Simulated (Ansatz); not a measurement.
# BeTe under changes of volume

One of the cells (21.254 Å³/atom); the others are scaled copies at fixed shape and fractional positions:

```
Te Be
1.0
     0.00000    2.77000    2.77000
     2.77000    0.00000    2.77000
     2.77000    2.77000    0.00000
Te Be
1 1
Direct
  0.75000 0.75000 0.75000
  0.00000 0.00000 0.00000
```

- Program: Ansatz 0.2.0
- Functional: PBEsol
- Potentials or basis: Ansatz PAW
- Cutoff: 420 eV (not typed: the program's choice for these potentials)
- k mesh: 8 × 8 × 8
- Occupations: fermi-dirac, width 0.05 eV
- Spin: no spin polarisation

```csv
volume (Å³/atom),energy over the lowest point (meV/atom),pressure (GPa),gap on the mesh (eV)
19.979,41.26,7.1,1.58
20.404,24.87,5.3,1.64
20.829,12.95,3.7,1.69
21.254,5.07,2.3,1.75
21.679,0.87,0.9,1.80
22.104,0.00,-0.3,1.85
22.529,?,?,?
```

Problem. What does the run at 22.529 Å³/atom give?

Solution. Energy over the lowest point 2.16 meV/atom; pressure -1.3 GPa; gap on the mesh 1.89 eV.

Worked out: A Birch-Murnaghan fit of order 3 (a polynomial in V^(-2/3)) to the other rows has its minimum at 22.01 Å³/atom with B0 = V·E''(V) = 60 GPa and B' = 4.0. It gives 2.16 meV/atom at 22.529 Å³/atom, against the run's 2.16, and -dE/dV = -1.3 GPa, against -1.3. A straight line through the other rows of the gap, of slope 2.67 eV per unit of ln V, extrapolates to 1.90 eV, against the run's 1.89.

Energies are extrapolated to zero smearing.

Caveats: spin-orbit coupling is left out, which moves the levels of the heavy elements; the PAW data sets come from PBE, with cores solved anew for the run's functional, which leaves a small shift of forces and pressure.

A mesh can miss the band edges.
